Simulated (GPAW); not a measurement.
# Si (I4/mmm) in GPAW: single point with LDA

Aim: the single point of Si with LDA.

Program: GPAW 26.7.0. These are calculated values, not measurements. Logs are shortened: lines on timing, memory, paths and dates and some standing lists are left out, and cuts for length are marked. The log counts tension as positive stress, the text compression.

**1. The structure**

It takes space group I4/mmm (No. 139, tetragonal). The conventional cell has a = 3.254 Å, b = 3.254 Å, c = 2.641 Å, α = 90.00°, β = 90.00°, γ = 90.00°. Si (site symmetry 4/mmm) has 10 Si at 2.64 to 2.65 Å as nearest neighbours.

This isn't the form of Si at room conditions, which is diamond.

**2. Single point, LDA**

Contents of run.py:

```python
from ase import Atoms
from ase.dft.bandgap import bandgap
from ase.io import write
from ase.units import GPa
from gpaw import GPAW, PW

atoms = Atoms(['Si'],
              cell=[[-1.62691493, 1.62691493, 1.32032985],
                    [1.62691493, -1.62691493, 1.32032985],
                    [1.62691493, 1.62691493, -1.32032985]],
              scaled_positions=[[0.0, 0.0, 0.0]],
              pbc=True)

calc = GPAW(mode=PW(450),
            xc='LDA',
            kpts={'size': (10, 10, 10), 'gamma': True},
            occupations={'name': 'fermi-dirac', 'width': 0.05},
            nbands=8,
            maxiter=120,
            txt='gpaw.txt')
atoms.calc = calc
energy = atoms.get_potential_energy()
forces = atoms.get_forces()
stress = atoms.get_stress()
calc.write('gs.gpw')
write('result.traj', atoms)
print(f'Energy: {energy:.6f} eV')
print('Forces (eV/A):')
print(forces.round(4))
print('Stress (GPa):', (stress / GPa).round(3))
print('Fermi level:', round(calc.get_fermi_level(), 4), 'eV')
print(f'Gap: {bandgap(calc)[0]:.4f} eV, direct: {bandgap(calc, direct=True)[0]:.4f} eV')
```

Potentials or basis: the program's PAW data sets (release 1.2.1) made for this functional, pw.

Run with:

```sh
$ OMP_NUM_THREADS=1 python run.py
```

gpaw.txt:

```text
__  _  _
 | _ |_)|_||  |
 |__||  | ||/\| - 26.7.0

Input parameters:
  mode=PW(ecut=450.00000000000006),
  kpts=MonkhorstPack(size=(10, 10, 10), gamma=True),
  maxiter=120,
  nbands=8,
  occupations=Occupations(name='fermi-dirac', width=0.05),
  xc=XC(name='LDA')

Diagonalizing LCAO Hamiltonian
Converting LCAO to pw mode

       Si

Atoms  # Å, Bohr magnetons
|   | symbol |        x |        y |        z |    initial magnetic moments |
|---|--------|----------|----------|----------|-----------------------------|
| 0 |     Si | 0.000000 | 0.000000 | 0.000000 | ( 0.0000,  0.0000,  0.0000) |

Unit cell  # Å
| periodic |         x |         y |         z |  lengths |     angles |
|----------|-----------|-----------|-----------|----------|------------|
|      yes | -1.626915 |  1.626915 |  1.320330 | 2.652730 | 104.343234 |
|      yes |  1.626915 | -1.626915 |  1.320330 | 2.652730 | 104.343234 |
|      yes |  1.626915 |  1.626915 | -1.320330 | 2.652730 | 120.300802 |

Number of symmetries: 16
Symmetry operations  # r_c * U_cc + t_c -> r_c
|    | kind |            matrix            |
|----|------|------------------------------|
|  0 |  σ   |  1, 1, 1,  0, 0,-1,  0,-1, 0 |
|  1 |  C4  |  1, 1, 1,  0, 0,-1, -1, 0, 0 |
|  2 |  E   |  1, 0, 0,  0, 1, 0,  0, 0, 1 |
|  3 |  σ   |  1, 0, 0,  0, 1, 0, -1,-1,-1 |
|  4 |  σ   |  0, 1, 0,  1, 0, 0,  0, 0, 1 |
|  5 |  C2  |  0, 1, 0,  1, 0, 0, -1,-1,-1 |
|  6 |  C2  |  0, 0, 1, -1,-1,-1,  1, 0, 0 |
|  7 |  S4  |  0, 0, 1, -1,-1,-1,  0, 1, 0 |
|  8 |  C4  |  0, 0,-1,  1, 1, 1,  0,-1, 0 |
|  9 |  σ   |  0, 0,-1,  1, 1, 1, -1, 0, 0 |
| 10 |  σ   |  0,-1, 0, -1, 0, 0,  1, 1, 1 |
| 11 |  C2  |  0,-1, 0, -1, 0, 0,  0, 0,-1 |
| 12 |  C2  | -1, 0, 0,  0,-1, 0,  1, 1, 1 |
| 13 |  i   | -1, 0, 0,  0,-1, 0,  0, 0,-1 |
| 14 |  S4  | -1,-1,-1,  0, 0, 1,  1, 0, 0 |
| 15 |  C2  | -1,-1,-1,  0, 0, 1,  0, 1, 0 |

BZ-sampling:
  Number of BZ points: 1000
  Number of IBZ points: 102

  Monkhorst-Pack size: [10, 10, 10]
  Monkhorst-Pack shift: [0.05, 0.05, 0.05]

K-points  # in reciprocal-cell coordinates
|     |                                coordinates |     weight |
|-----|--------------------------------------------|------------|
|   0 | (  0.00000000,   0.00000000,   0.00000000) | 0.00100000 |
|   1 | (  0.10000000,  -0.10000000,   0.00000000) | 0.00400000 |
|   2 | (  0.10000000,  -0.10000000,   0.10000000) | 0.00400000 |
|   3 | (  0.10000000,   0.00000000,   0.00000000) | 0.00800000 |
|   4 | (  0.10000000,   0.10000000,  -0.10000000) | 0.00200000 |
|   5 | (  0.20000000,  -0.20000000,   0.00000000) | 0.00400000 |
|   6 | (  0.20000000,  -0.20000000,   0.10000000) | 0.00800000 |
|   7 | (  0.20000000,  -0.20000000,   0.20000000) | 0.00400000 |
|   8 | (  0.20000000,  -0.10000000,   0.00000000) | 0.01600000 |
|   9 | (  0.20000000,  -0.10000000,   0.10000000) | 0.00800000 |
| ... |                                            |            |
| 101 | (  0.50000000,   0.50000000,   0.50000000) | 0.00100000 |

Plane wave coefficients: 312
Cutoff: 450.00000000000006 eV

Spin-components: 1 (collinear spins)
Bands:           8
Projectors:      5
Spin-degeneracy: 2
Datatype:        complex128

Parallelization:
  kpt:    1
  domain: 1
  band:   1

Density:
  Valence electrons: 4.0
  Components: 1
  Grid points: [14 14 14]
  Charge: 0.0  # |e|

Potential:
  Grid points: [14 14 14]

species:
  Si:
    name:    Silicon
    Z:       14.0
    valence: 4
    core:    10
    charge:  0.0  # [|e|]
    compensation charges:
      type: gauss
      rc: 0.33  # [Å]
      lmax: 2
    cutoffs:
      filter: 1.86  # [Å]
      core: 2.06  # [Å]
    projectors
    | kind |    occ | energy [eV] | rcut [Å] |
    |------|--------|-------------|----------|
    |   3s |  2.000 |     -10.878 |    1.058 |
    |   3p |  2.000 |      -4.162 |    1.058 |
    |    s |        |      16.334 |    1.058 |
    |    p |        |      23.049 |    1.058 |
    |    d |        |       0.000 |    1.058 |

    Using partial waves for Si as LCAO basis

Reference energy: -7858.713183  # eV

eigensolver:
  PPCG
  Converge bands: occupied
  niter=2

density mixing:
  MSR1-Mixer
  Pratt-step length: 0.05
  Maximum mixing coefficient: 0.75
  Old densities: 10
  SVD Regularization: 0.005
  Good broyden scale: 1.0
  Trust region scale: 1.0
  Backstep threshold: 4.0
  History deletion threshold: 6.0
  Fourier metric: weight=20.0, sigma=0.015

occupation numbers:
  Fermi-Dirac:
    width: 0.0500  # eV

poisson solver:
  ecut: 3600.0000000000005  # eV

xc functional:
  name: None

convergence criteria:
- Maximum [total energy] change in last 3 cyles: 0.0005 eV / valence electron
- Maximum integral of absolute [dens]ity change: 0.0001 electrons / valence electron
- Maximum integral of absolute [eigenst]ate change: 4e-08 eV^2 / valence electron
maximum number of iterations: 120

SCF iterations
|iter     | |      energy | eigst |  dens |
|---------|-|-------------|-------|-------|
|iter:   1| |   -5.549436 | +0.03 |       |
|iter:   2| |   -5.550398 | -3.15 | -1.20 |
|iter:   3| |   -5.551289c| -3.55 | -1.22 |
|iter:   4| |   -5.551518c| -4.32 | -1.76 |
|iter:   5| |   -5.551519c| -6.26 | -2.83 |
|iter:   6| |   -5.551519c| -7.36 | -3.38 |
|iter:   7| |   -5.551519c| -8.34c| -4.44c|

Converged in 7 steps
Energy contributions relative to reference atoms: (reference = -7858.713183)

Energy contributions:
  Kinetic:           5.769491
  Coulomb:          -3.764714
  Zero:             -0.022513
  External:          0.000000
  Xc:               -7.531830
  Entropy:          -0.003906
  Spinorbit:         0.000000
  ----------------------------
  Free energy:      -5.553472
  Extrapolated:     -5.551519

dipole moment: (-3.561639, -3.561639, -2.890463)  # |e|*Ang

Fermi level: 9.611
Eigenvalues  # (at kpt = [0.000, 0.000, 0.000])
| band index |      eig [eV] | occ [0-2] |
|------------|---------------|-----------|
|          0 |        -5.060 |     2.000 |
|          1 |        19.230 |     0.000 |
|          2 |        19.689 |     0.000 |
|          3 |        19.689 |     0.000 |
|          4 |        22.635 |     0.000 |
|          5 |        23.321 |     0.000 |
|          6 |        24.870 |     0.000 |
|          7 |        24.870 |     0.000 |

No gap
No difference between direct/indirect transitions

Forces  # eV/Ang
|       x |        y |       z |
|---------|----------|---------|
| 0.00000 | -0.00000 | 0.00000 |  # Si   0

Stress tensor  # eV/Ang^3
|         x |         y |         z |
|-----------|-----------|-----------|
| -0.007827 |  0.000000 |  0.000000 |
|  0.000000 | -0.007827 | -0.000000 |
|  0.000000 | -0.000000 |  0.003922 |

# Writing to gs.gpw (mode='')
```

Run time: 3.2 s. Hardware: 1 thread of Intel Xeon 6975P-C (Granite Rapids), shared host; peak memory 0.12 GiB.

What came out:

```
Free energy            : -5.5535 eV
Pressure               : 0.6 GPa
Band gap on the k mesh : none (metal or under the smearing width)
```

Levels at points of the mesh, in eV from the Fermi level:
```
           k point  band 1  band 2  band 3  band 4  band 5
(0.00, 0.00, 0.00)  -14.67    9.62   10.08   10.08   13.02
(0.50, 0.00, 0.50)   -6.39   -6.05    4.80    6.37    6.60
(0.50, 0.50, 0.00)   -8.51   -7.34    8.99   11.52   11.66
(0.50, 0.50, 0.50)   -2.35   -2.35   -1.49    1.26    4.19
```

Caveat: the cutoff is short for stress and forces, so pressures can be off by a GPa or more.
